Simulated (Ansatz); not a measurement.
**Response of Ti to small distortions**

```
CELL_PARAMETERS angstrom
-1.64100 1.64100 1.64100
1.64100 -1.64100 1.64100
1.64100 1.64100 -1.64100
ATOMIC_POSITIONS crystal
Ti 0.00000 0.00000 0.00000
```

Structure: COD 9012924, as refined from experiment and not relaxed.

These are results of DFT, PBE, all-electron LAPW, scalar-relativistic in Ansatz 0.2.0, not measurements.

The runs use a Γ-centred 14×14×14 k mesh, Fermi–Dirac smearing of 0.05 eV, basis error target 0.25 meV/atom, no spin polarisation.

The unchanged cell is at -2.40 GPa, so energy changes include a term −P ΔV where the volume moves.

In a metal, stresses and small energies carry noise from the k mesh.

x, y and z are the Cartesian axes of the cell as listed; fractional coordinates follow a strain, and an engineering shear is twice the off-diagonal strain component.

Q: With this change (x and y strained by +3 %, z held), what becomes of the energy and stress?

A: Energy change +33 meV/atom; stress change (xx, yy, zz, yz, xz, xy) -4.92, -4.92, -5.82, 0.00, 0.00, 0.00 GPa, compression positive.

With x and y strained by -3 %, z held: energy change +4 meV/atom; stress change (xx, yy, zz, yz, xz, xy) 6.42, 6.42, 7.07, 0.00, 0.00, 0.00 GPa, compression positive.

Q: With this change (equal xy, yz and zx engineering shear strains of -3 %), what becomes of the energy and stress?

A: Energy change +5 meV/atom; stress change (xx, yy, zz, yz, xz, xy) -0.02, -0.02, -0.02, 0.95, 0.95, 0.95 GPa, compression positive.

With equal xy, yz and zx engineering shear strains of -1 %: energy change under 1 meV/atom; stress change (xx, yy, zz, yz, xz, xy) -0.01, -0.01, -0.01, 0.37, 0.37, 0.37 GPa, compression positive.

Q: With this change (equal xy, yz and zx engineering shear strains of +2 %), what becomes of the energy and stress?

A: Energy change +3 meV/atom; stress change (xx, yy, zz, yz, xz, xy) -0.01, -0.01, -0.01, -0.86, -0.86, -0.86 GPa, compression positive.

With equal xy, yz and zx engineering shear strains of -2 %: energy change +2 meV/atom; stress change (xx, yy, zz, yz, xz, xy) -0.02, -0.02, -0.02, 0.69, 0.69, 0.69 GPa, compression positive.

Q: With this change (equal xy, yz and zx engineering shear strains of +1 %), what becomes of the energy and stress?

A: Energy change under 1 meV/atom; stress change (xx, yy, zz, yz, xz, xy) -0.01, -0.01, -0.01, -0.41, -0.41, -0.41 GPa, compression positive.

Q: With this change (equal xy, yz and zx engineering shear strains of +3 %), what becomes of the energy and stress?

A: Energy change +6 meV/atom; stress change (xx, yy, zz, yz, xz, xy) 0.01, 0.01, 0.01, -1.33, -1.33, -1.33 GPa, compression positive.
